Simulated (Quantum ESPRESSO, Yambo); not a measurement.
An input for Yambo 5.3.0 (InP (F-43m)):

```
HF_and_locXC
gw0
dyson
ppa
em1d
rim_cut
RandQpts= 1000000
RandGvec= 1 RL
EXXRLvcs= 80 Ry
VXCRLvcs= 320 Ry
Chimod= "HARTREE"
% BndsRnXp
 1 | 127 |
%
NGsBlkXp= 14.5 Ry
% LongDrXp
 1 | 1 | 1 |
%
% GbndRnge
 1 | 127 |
%
DysSolver= "n"
ExtendOut
PPAPntXp= 27.21138 eV
% QPkrange
 1 | 8 | 10 | 17 |
%
GfnQPdb= "E < ./gw5_fix/ndb.QP"
XfnQPdb= "E < ./gw5_fix/ndb.QP"
```

```sh
OMP_NUM_THREADS=1 mpirun -n 4 yambo -F gw6.in -J gw6 -C gw6 > gw6.log
```

The stored states that it reads are on a 4×4×4 mesh. Symmetry: F-43m, No. 216, cubic system. Conventional cell: a = 5.869 Å, b = 5.869 Å, c = 5.869 Å, α = 90.00°, β = 90.00°, γ = 90.00°. In has 4 P at 2.54 Å nearest. P has 4 In at 2.54 Å nearest. Farther neighbours are not listed.

How long will it take on 4 MPI ranks of Arm Neoverse V1, shared host, and how much memory?

It took 10 min; on shared hardware allow 5.1 min to 21 min. Peak host memory was 1.7 GiB.

The screening grows as filled bands × empty bands × pairs of k points, times the square of the screening basis for the matrix.

[Paths, hosts, dates, memory and timing lines, banners, echoed tables and standing remarks are left out of the program output.]

[Logs are printed without paths, hosts, clocks, repeated set-up lines and the standing remarks that a program may print on its own settings, such as how far it seeks lower states.]

[Runs of the session that timed out or met a known fault of the program may be left out.]

[Hosts, paths, dates, database ids (printed as entryN), source tags and the programs' standing remarks are cut or masked in the printed files.]
